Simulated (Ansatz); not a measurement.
## Nudged elastic band run: Si$_{12}$O$_{23}$, charge -2

Input:

```yaml
crystal:
  lattice:
    - [-2.4986, 4.327702, 5.4571]
    - [4.9972, 0.0, 5.4571]
    - [4.9972, 8.655404, 0.0]
  atoms:
    - { symbol: Si, position: [0.74729866, 0.24118743, 0.1277522] }
    - { symbol: Si, position: [0.15781966, 0.16753972, 0.18489173] }
    - { symbol: Si, position: [0.56654387, 0.08613863, 0.9544706] }
    - { symbol: O, position: [0.96831111, 0.14298926, 0.14859088] }
    - { symbol: O, position: [0.33906345, 0.16259951, 0.03644027] }
    - { symbol: O, position: [0.20951231, 0.98141798, 0.32162547] }
    - { symbol: O, position: [0.1145276, 0.37130333, 0.22636932] }
    - { symbol: O, position: [0.70920435, 0.12542156, 0.03064329] }
    - { symbol: Si, position: [0.76667946, 0.24888026, 0.62199965] }
    - { symbol: Si, position: [0.1696636, 0.15909089, 0.70430311] }
    - { symbol: Si, position: [0.57825587, 0.09254313, 0.46130754] }
    - { symbol: O, position: [0.98616969, 0.16469787, 0.64429892] }
    - { symbol: O, position: [0.35935983, 0.16197217, 0.55891085] }
    - { symbol: O, position: [0.10084317, 0.66380785, 0.53525323] }
    - { symbol: O, position: [0.19731282, 0.95907539, 0.83471405] }
    - { symbol: O, position: [0.13506069, 0.35213667, 0.7598902] }
    - { symbol: O, position: [0.73898427, 0.1357648, 0.51820803] }
    - { symbol: Si, position: [0.24851807, 0.73723029, 0.37848271] }
    - { symbol: Si, position: [0.67595926, 0.67166875, 0.41032227] }
    - { symbol: Si, position: [0.0888867, 0.62325602, 0.16274615] }
    - { symbol: O, position: [0.48355774, 0.65806766, 0.37411836] }
    - { symbol: O, position: [0.85048624, 0.68999826, 0.25935243] }
    - { symbol: O, position: [0.58984254, 0.21544065, 0.28968021] }
    - { symbol: O, position: [0.73490218, 0.48041783, 0.54086266] }
    - { symbol: O, position: [0.6361147, 0.86126125, 0.47182346] }
    - { symbol: O, position: [0.22178727, 0.65647858, 0.25643765] }
    - { symbol: Si, position: [0.22474423, 0.70769547, 0.86415459] }
    - { symbol: Si, position: [0.6550946, 0.65648297, 0.91282379] }
    - { symbol: Si, position: [0.09319062, 0.60270012, 0.72047984] }
    - { symbol: O, position: [0.45998019, 0.62645428, 0.89254644] }
    - { symbol: O, position: [0.83723252, 0.66738491, 0.76655201] }
    - { symbol: O, position: [0.60627236, 0.20903074, 0.78179517] }
    - { symbol: O, position: [0.72188626, 0.47319517, 0.04859757] }
    - { symbol: O, position: [0.60971289, 0.85368736, 0.97056875] }
    - { symbol: O, position: [0.29771304, 0.69142875, 0.68145196] }
total_charge: -2
basis:
  ecutwfc: 420.0
kpoints:
  mp_grid: { grid: [2, 2, 2] }
hamiltonian:
  xc: pbe
  dispersion: d3bj
  pseudopotentials: { kind: paw, azcp: { folder: soft_1 } }
scf:
  occupations: { method: gaussian, width: 0.02 }
  lower_state_search: "off"
neb:
  images: 5
  f_tol: 0.03
  initial_path: linear
  max_iterations: 80
  final_atoms:
    - { symbol: Si, position: [0.76147094, 0.24855442, 0.12198014] }
    - { symbol: Si, position: [0.17114624, 0.17294595, 0.1860115] }
    - { symbol: Si, position: [0.56964544, 0.10966887, 0.95010604] }
    - { symbol: O, position: [0.98446808, 0.15898742, 0.13862399] }
    - { symbol: O, position: [0.34740673, 0.20509948, 0.03153133] }
    - { symbol: O, position: [0.24240432, 0.96312378, 0.29472041] }
    - { symbol: O, position: [0.11730503, 0.35784488, 0.254554] }
    - { symbol: O, position: [0.72943829, 0.14982421, 0.01014934] }
    - { symbol: Si, position: [0.76276787, 0.24395151, 0.61353224] }
    - { symbol: Si, position: [0.16387371, 0.16307447, 0.68286054] }
    - { symbol: Si, position: [0.57790089, 0.07721828, 0.45246646] }
    - { symbol: O, position: [0.98062478, 0.13405244, 0.64359156] }
    - { symbol: O, position: [0.35218728, 0.1633396, 0.54068659] }
    - { symbol: O, position: [0.09548173, 0.71082026, 0.52718398] }
    - { symbol: O, position: [0.21348589, 0.98086179, 0.82196252] }
    - { symbol: O, position: [0.10421436, 0.36498764, 0.73403373] }
    - { symbol: O, position: [0.72757238, 0.12454835, 0.51795508] }
    - { symbol: Si, position: [0.25452275, 0.71686595, 0.35454488] }
    - { symbol: Si, position: [0.68527652, 0.65573426, 0.38515915] }
    - { symbol: Si, position: [0.09358425, 0.60635887, 0.2332332] }
    - { symbol: O, position: [0.45840262, 0.62091466, 0.41392512] }
    - { symbol: O, position: [1.08010131, 0.69837184, 0.05159962] }
    - { symbol: O, position: [0.60317293, 0.20254963, 0.27988937] }
    - { symbol: O, position: [0.74891949, 0.47254527, 0.53585153] }
    - { symbol: O, position: [0.62264138, 0.84706031, 0.46822529] }
    - { symbol: O, position: [0.33372597, 0.62530922, 0.2024297] }
    - { symbol: Si, position: [0.23237356, 0.74193637, 0.891836] }
    - { symbol: Si, position: [0.65080069, 0.67312196, 0.92937188] }
    - { symbol: Si, position: [0.05803752, 0.60672479, 0.6988147] }
    - { symbol: O, position: [0.46440624, 0.64710413, 0.89223325] }
    - { symbol: O, position: [0.82613528, 0.68775295, 0.7768335] }
    - { symbol: O, position: [0.60095246, 0.21318715, 0.77505934] }
    - { symbol: O, position: [0.73552999, 0.48343883, 0.04939073] }
    - { symbol: O, position: [0.60440612, 0.87342679, 0.9797385] }
    - { symbol: O, position: [0.19189238, 0.65241827, 0.77932796] }
  order_check: true
```

Command:

```bash
$ ansatz run input.yaml --threads 4 --pin off --max-ram 10240MiB --backend cpu --events-out ev --progress --plain --runs-dir out
```

Output, in part (warnings, iteration lines):

```
NEB end point (image 0): max|allowed force component| = 2.227e-2 eV/Å (the criterion of neb.relax_end_points is 1.000e-2)
NEB end point (image 6): max|allowed force component| = 1.477e-2 eV/Å (the criterion of neb.relax_end_points is 1.000e-2)
NEB iter   1: max|band force component| = 7.995e1 eV/Å  barrier→ = 18.8920 eV  barrier← = 18.7291 eV  Δτ_max = 0.1984 Å  (75 SCF iters)
NEB iter   2: max|band force component| = 1.651e1 eV/Å  barrier→ = 5.5465 eV  barrier← = 5.3835 eV  Δτ_max = 0.1947 Å  (54 SCF iters)
NEB iter   3: max|band force component| = 9.744e0 eV/Å  barrier→ = 3.5889 eV  barrier← = 3.4259 eV  Δτ_max = 0.2000 Å  (51 SCF iters)
NEB iter   4: max|band force component| = 3.839e0 eV/Å  barrier→ = 2.4790 eV  barrier← = 2.3160 eV  Δτ_max = 0.2000 Å  (51 SCF iters)
NEB iter   5: max|band force component| = 1.587e0 eV/Å  barrier→ = 1.6914 eV  barrier← = 1.5285 eV  Δτ_max = 0.1977 Å  (47 SCF iters)
NEB iter   6: max|band force component| = 1.887e0 eV/Å  barrier→ = 1.2475 eV  barrier← = 1.0846 eV  Δτ_max = 0.0749 Å  (45 SCF iters)
NEB iter   7: max|band force component| = 1.355e0 eV/Å  barrier→ = 1.1140 eV  barrier← = 0.9510 eV  Δτ_max = 0.1034 Å  (42 SCF iters)
NEB iter   8: max|band force component| = 1.693e0 eV/Å  barrier→ = 1.0736 eV  barrier← = 0.9106 eV  CI = image 5  Δτ_max = 0.2000 Å  (45 SCF iters)
[... lines left out ...]
NEB iter  64: max|band force component| = 6.479e-2 eV/Å  barrier→ = 1.5534 eV  barrier← = 1.3905 eV  CI = image 5  Δτ_max = 0.0062 Å  (30 SCF iters)
NEB iter  65: max|band force component| = 3.708e-2 eV/Å  barrier→ = 1.5532 eV  barrier← = 1.3903 eV  CI = image 5  Δτ_max = 0.0126 Å  (26 SCF iters)
```

The calculation hadn't finished when its time ran out. The band force fell under the threshold earlier too, but the program's further tests of the path sent the band on. The band didn't meet its force threshold, so its energies are provisional: the largest band force was still 0.04 eV/Å, and over the last iterations the top stayed at 1.55 eV. Neighbouring images lie up to 2.1 Å apart, so the band is torn or far too coarse. Limits of this set-up: no spin, though dangling bonds at a vacancy may carry it, a small cell, in which the defect meets its images, charged cell in a uniform background, uncorrected.

Final band (atoms are numbered from 1 in the order of the input):

```csv
image,path coordinate (Å),energy (eV),Si19–O22 (Å),Si27–Si29 (Å),Si18–Si20 (Å)
0,0.00,0.00,1.62,2.41,3.21
1,1.63,0.56,1.62,2.85,3.05
2,3.26,0.49,2.63,3.18,3.24
3,4.89,0.38,2.84,3.07,3.20
4,6.52,0.50,3.11,3.01,3.19
5,8.16,1.55,3.98,2.67,3.14
6,10.26,0.16,3.61,3.19,2.41
```

Time of the run: 73 min on 4 threads of Arm Neoverse V2 (shared host), peak memory 3.6 GiB.
